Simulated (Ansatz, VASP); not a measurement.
Two plane-wave programs on SiC

```
CELL_PARAMETERS angstrom
0.00000 2.17814 2.17814
2.17814 0.00000 2.17814
2.17814 2.17814 0.00000
ATOMIC_POSITIONS crystal
Si 0.95842 0.00863 0.98178
C 0.79158 0.74137 0.76822
```

Change from the starting cell: all atoms moved at random, sigma 0.15 Å a component.

Alike in both runs: task single point; functional r2SCAN; k mesh 8 × 8 × 8; occupations gaussian, width 0.05 eV; no spin polarisation.

```csv
,VASP,Ansatz
version,VASP 6.6.1,Ansatz 0.2.0
potentials or method,"VASP PAW PBE potentials, release 64 (Si, C)","scalar-relativistic, plane waves, PAW"
plane-wave cutoff (eV),520,500
valence electrons in the cell,8,8
```

Ansatz gave:

| Quantity | Value |
| --- | --- |
| gap on the k mesh at the Fermi level (eV) | 0.41 |
| least direct gap on the mesh (eV) | 4.36 |
| pressure (GPa) | 13.0 |
| largest component of the traceless stress (GPa) | 20.86 |
| rms of the force components (eV/Å) | 4.512 |

Q: What did VASP give for the same quantities?

A: gap on the k mesh at the Fermi level (eV): 0.41; least direct gap on the mesh (eV): 4.38; pressure (GPa): 12.6; largest component of the traceless stress (GPa): 20.64; rms of the force components (eV/Å): 4.494.

Atom by atom the forces differ by 0.018 eV/Å (rms over components).

Caveats: the PAW data sets were made with another functional, which shifts forces and pressure a little (VASP).
